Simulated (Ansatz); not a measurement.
Runs of Ansatz 0.2.0 on Ta2N. The structure is trigonal, space group P-3m1 (No. 164). Conventional cell: a = 3.113 Å, b = 3.113 Å, c = 4.870 Å, α = 90.00°, β = 90.00°, γ = 120.00°. Around Ta (site symmetry 3m) lie 3 N at 2.18 Å. Around N (site symmetry -3m) lie 6 Ta at 2.18 Å. The cell comes from a database or a generator and needn't be the stable form of this composition.

```csv
task,level,potentials or basis,k mesh,cutoff (eV),smearing,basis error allowed,mesh quality,gap on the mesh (eV),pressure (GPa),V0 of scaled cells (Å³/atom),B0 (GPa),largest force (eV/Å)
equation of state,PBEsol,"all-electron LAPW, scalar-relativistic",10 × 10 × 6,-,fermi-dirac 0.05 eV,0.001 eV/atom,not flagged,-,-,13.19,300,-
single point,PBE,"all-electron LAPW, scalar-relativistic",5 × 5 × 3,321,fermi-dirac 0.04 eV,0.003 eV/atom,coarse,none,-0.9,-,-,0.64
single point,PBEsol,"all-electron LAPW, scalar-relativistic",10 × 10 × 6,365,fermi-dirac 0.05 eV,0.001 eV/atom,not flagged,none,-9.1,-,-,0.30
single point,PBE,"all-electron LAPW, scalar-relativistic",10 × 10 × 6,365,fermi-dirac 0.05 eV,0.001 eV/atom,not flagged,none,-1.2,-,-,0.01
single point,PBEsol,"all-electron LAPW, scalar-relativistic",6 × 6 × 4,337,fermi-dirac 0.03 eV,0.002 eV/atom,coarse,none,-9.0,-,-,0.56
density of states,PBEsol,all-electron PAW datasets made for the crystal,10 × 10 × 6,480,fermi-dirac 0.05 eV,-,not flagged,none,-9.1,-,-,0.30
phonons,PBEsol,"all-electron LAPW, scalar-relativistic",10 × 10 × 6,361,fermi-dirac 0.05 eV,0.002 eV/atom,not flagged,none,-,-,-,0.30
band structure,LDA,"all-electron LAPW, scalar-relativistic",10 × 10 × 6,337,fermi-dirac 0.05 eV,0.002 eV/atom,not flagged,-,(c),-,-,(a)
equation of state,PBE,"all-electron LAPW, scalar-relativistic",10 × 10 × 6,-,fermi-dirac 0.05 eV,0.001 eV/atom,not flagged,-,-,13.56,(b),-
equation of state,PBEsol,"all-electron LAPW, scalar-relativistic",10 × 10 × 6,-,fermi-dirac 0.05 eV,0.002 eV/atom,not flagged,-,-,13.19,300,-
band structure,PBE,"all-electron LAPW, scalar-relativistic",10 × 10 × 6,337,fermi-dirac 0.05 eV,0.002 eV/atom,not flagged,-,-1.2,-,-,0.01
band structure,PBEsol,"all-electron LAPW, scalar-relativistic",10 × 10 × 6,337,fermi-dirac 0.05 eV,0.002 eV/atom,not flagged,-,-9.1,-,-,0.30
```

Alike in all rows: no spin polarisation; cell as given.

**Question.** Estimate the missing entries.

**Answer.** (a) 0.45; (b) 279; (c) -14.5.

Caveats: some runs use coarse meshes; the cell was scaled at fixed shape and fractional positions, which overstates the stiffness of a crystal with free parameters, most of all of layers and chains (some runs); the k mesh is thin for a metal, which can move the energy by tens of meV per atom (some runs); the program warned that the printed levels may be off, so bands, gaps and densities of states are rough (some runs); a metal's response needs a denser mesh (some runs).

A k mesh can miss the band edges, and the runs leave out spin-orbit coupling on Ta.

A gap of «none» marks a metal or a gap under the smearing width.

Not every run made on this cell is shown here.
